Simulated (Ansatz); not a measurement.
Ag:

```xyz
2
Lattice="2.9300 0.0000 0.0000 -1.4650 2.5375 0.0000 0.0000 0.0000 4.7900" Properties=species:S:1:pos:R:3 pbc="T T T"
Ag    1.4650    0.8458    3.5925
Ag    0.0000    1.6916    1.1975
```

This isn't the form of Ag at room conditions, which is fcc.

A run of Ansatz 0.2.0 on this cell left the log below. Logs are shortened: lines on timing, memory, paths and dates and some standing lists are left out, and cuts for length are marked.

```text
Warning: RAYON_NUM_THREADS=1 ignored (pool sized by the plan → 1); use --threads N
Ag: projections on atomic orbitals take those of the free atom 1s2 2s2 2p6 3s2 3p6 3d10 4s2 4p6 4d10 5s1, of charge +0.00 (hamiltonian.pseudopotentials.projection_atoms)
LAPW: plane waves up to 7.815 Å⁻¹, error target 1.0e-3 eV per atom; small_component_spin mean_spin; Ag in spheres of 1.465 Å, 19 of its electrons in bands, Dirac shells [] (how accurate: hamiltonian.pseudopotentials.lapw.basis_error, Limitations)
Engine: ansatz 0.2.0, aarch64-unknown-linux-gnu
Pseudopotentials: kind: all_electron
Pseudopotential: Ag, LAPW, valence charge 19, lapw/all_electron/scalar/gaussian/Ag, Koelling and Harmon's equation, gaussian nucleus
Functional definition: PBEsol
  exchange = pbesol_x
  correlation = pbesol_c
Crystal: 2 atoms, lattice volume = 35.612 Å³
Basis set: ecut = 232.67603749550133 eV, 287 PW (Γ), exchange–correlation at level 2
Bands: 23, of which v1, the nominal top of the filled ones, is band 19 counted from 1 (18 counted from 0)
Symmetry: 24 space group operations
Space group: P63/mmc (ITA 194), of the structure as read, at distance tolerance 3.3e-5 Å
k-points: 56 of 600
Non-local potential: Ag, projectors of the file, none
Initial density: superposition of atomic densities (chi_scale 0.1, normalization cell)
Initial wavefunctions: plane waves of lowest kinetic energy (no species holds an atomic orbital)
Functional: x = pbesol(κ = 0.804, μ = 0.12345679012345678), c = pbesol(β = 0.046)
iter 1 solved again at ethr=2.21e-4 eV; its pass at ethr=1.00e-1 eV (dr2=8.41e-2 eV) is discarded
SCF iter   1: F=—  HF=-289176.492659 eV  |F-HF|=—  |Δ(HF+E_count)|=         —  Δρ=1.98e-2  dr2=8.51e-2  ethr=2.21e-4  ⟨swp⟩=3.0  Hψ=8854  notcnv=0
preconditioner: auto → Kerker (q_TF=auto, 2.758 Å⁻¹)  [metal: Δε(μ)=0.120 eV  Ē_g=10.399 eV  σ=0.050 eV  W_gap=0.45  n_scr=10 (ndim 8)  ℏωp=29.2 eV  f_vac=0.000  D(μ)=0.83/eV (n_scr^D=2)]
iter 2 solved again at ethr=8.47e-6 eV; its pass at ethr=2.21e-4 eV (dr2=3.22e-3 eV) is discarded
SCF iter   2: F=—  HF=-289176.077772 eV  |F-HF|=—  |Δ(HF+E_count)|=   4.15e-1  Δρ=2.99e-3  dr2=3.22e-3  ethr=8.47e-6  ⟨swp⟩=2.0  Hψ=7209  notcnv=0
preconditioner: auto → none  [insulator: Δε(μ)=0.228 eV  Ē_g=11.130 eV  σ=0.050 eV  W_gap=0.62  n_scr=10 (ndim 8)  ℏωp=29.2 eV  f_vac=0.000  D(μ)=0.62/eV (n_scr^D=2)  ε∞_Penn≈7.9]
SCF iter   3: F=—  HF=-289175.958818 eV  |F-HF|=—  |Δ(HF+E_count)|=   1.19e-1  Δρ=4.24e-3  dr2=4.73e-3  ethr=8.47e-6  ⟨swp⟩=3.0  Hψ=4524  notcnv=0
SCF iter   4: F=—  HF=-289175.954854 eV  |F-HF|=—  |Δ(HF+E_count)|=   3.96e-3  Δρ=6.93e-4  dr2=1.32e-4  ethr=8.47e-6  ⟨swp⟩=2.0  Hψ=3750  notcnv=0
SCF iter   5: F=—  HF=-289175.954870 eV  |F-HF|=—  |Δ(HF+E_count)|=   1.56e-5  Δρ=1.78e-5  dr2=6.95e-8  ethr=3.47e-7  ⟨swp⟩=2.0  Hψ=3750  notcnv=0
SCF iter   6: F=-289175.954868 eV  HF=-289175.954868 eV  |F-HF|=2.39e-9  |Δ(HF+E_count)|=   2.26e-6  Δρ=5.15e-6  dr2=6.18e-9  ethr=1.83e-10  ⟨swp⟩=3.1  Hψ=4381  notcnv=0
SCF 1 converged in 6 iterations: F = -289175.954868 eV  dr2 = 6.18e-9
SCF converged after 6 iterations
Free energy (F): -289175.954868 eV
Harris-Foulkes:  -289175.954868 eV  (|F-HF|=2.39e-9)
Internal energy: -289175.949259 eV  (E = F + TS)
E sigma→0 (E₀):  -289175.952063 eV
Entropy (-TS):   -0.005609 eV (-2.804 meV/atom)
Fermi energy:    17.554569 eV
--- Per-component energies (eV) ---
  E_band       = -452.484026
  E_kinetic    = 302324.578761
  E_xc         = -7993.831705
  E_electrostatic = -583506.696315  (all electrons and nuclei)
  E_smearing   = -0.005609  (= −TS)
  E_closure    = 0.000000  (closes the sum)
  E_atoms      = -289169.418940  (free atoms, spherical and without spin; not in F)
  Σ components = -289175.954868   (vs F -289175.954868, Δ=0.00e0)
  Basis errors (estimates in eV, not in F): energy 1.8e-4 per atom: plane waves 1.7e-4 (1.2e-4 summed), levels above the bands 3.3e-56, relativity 2.6e-8, radial functions 3.7e-6, core shells 3.3e-7; eigenvalues (radial functions only) 2.9e-6; not estimated: angular momenta, meshes, grids; target (lapw.basis_error) 1.0e-3; muffin-tin radii Ag 1.465 Å
--- Forces (eV/Å), atoms counted from 1 ---
  atom   1  Ag    -0.00000000     0.00000000     0.00000000
  atom   2  Ag     0.00000000    -0.00000000    -0.00000000
  max |Σ_I F_I| component: 2.31e-18 eV/Å
--- Stress (GPa, compression-positive) ---
       -5.932200      -0.000000       0.000000
       -0.000000      -5.932200      -0.000000
        0.000000      -0.000000      -6.539950
  P = ⅓ Tr σ = -6.1348 GPa (-61.348 kbar)
--- Band table (eV; the first three rows and the last of 56) ---
  k-point 0: bands = ["-74.1398", "-74.1259", "-37.7064", "-37.5853", "-37.5853", "-37.5679", "-37.5642", "-37.5642", "10.0540", "11.4659", "12.9804", "13.0767", "13.0767", "13.2995", "13.2995", "13.6312", "13.6312", "14.5814", "14.5814", "17.2239", "20.9182", "32.9692", "34.7794"]
  k-point 1: bands = ["-74.1389", "-74.1268", "-37.6972", "-37.5839", "-37.5839", "-37.5773", "-37.5656", "-37.5656", "10.2624", "11.5048", "12.9410", "13.0282", "13.0282", "13.2468", "13.2468", "13.7612", "13.7612", "14.5597", "14.5597", "16.0640", "22.4369", "32.6991", "34.2834"]
  k-point 2: bands = ["-74.1364", "-74.1294", "-37.6720", "-37.6027", "-37.5801", "-37.5801", "-37.5695", "-37.5695", "10.8272", "11.5695", "12.8976", "12.9857", "12.9857", "13.1291", "13.1291", "14.0250", "14.0250", "14.3722", "14.4705", "14.4705", "25.2238", "31.2782", "33.2609"]
  k-point 55: bands = ["-74.1225", "-74.1225", "-37.6799", "-37.6799", "-37.6448", "-37.6448", "-37.5956", "-37.5956", "12.1651", "12.1651", "12.6559", "12.6559", "13.1434", "13.1434", "13.6963", "13.6963", "14.6483", "14.6483", "20.5927", "20.5927", "23.4707", "23.4707", "23.8032"]
--- Löwdin populations: 2 sites ---
  site symbol       q [e]
     0     Ag     46.8920
     1     Ag     46.8920
  spilling = 0.002298 (of n_electrons = 94.000000)
```

Write the input and the command behind it.

Single point with PBEsol, no spin polarisation. The files as run (others can give the same):

input.yaml
```yaml
crystal:
  lattice:
    - [2.93, 0.0, 0.0]
    - [-1.465, 2.5374544331, 0.0]
    - [0.0, 0.0, 4.79]
  atoms:
    - { symbol: Ag, position: [0.6666666667, 0.3333333333, 0.75] }
    - { symbol: Ag, position: [0.3333333333, 0.6666666667, 0.25] }
kpoints:
  mp_grid: { grid: [10, 10, 6] }
scf:
  occupations: { method: fermi_dirac, width: 0.05 }
hamiltonian:
  xc: pbesol
  pseudopotentials: { kind: all_electron, lapw: { basis_error: 0.001 } }
output:
  forces: true
  stress: true
  eigenvalues: true
  populations: true
```

Potentials or basis: all-electron LAPW, scalar-relativistic.
Launch:
```bash
$ ansatz run input.yaml --threads 1 --pin off --max-ram 3072MiB --backend cpu --events-out ev --progress --plain --runs-dir out
```
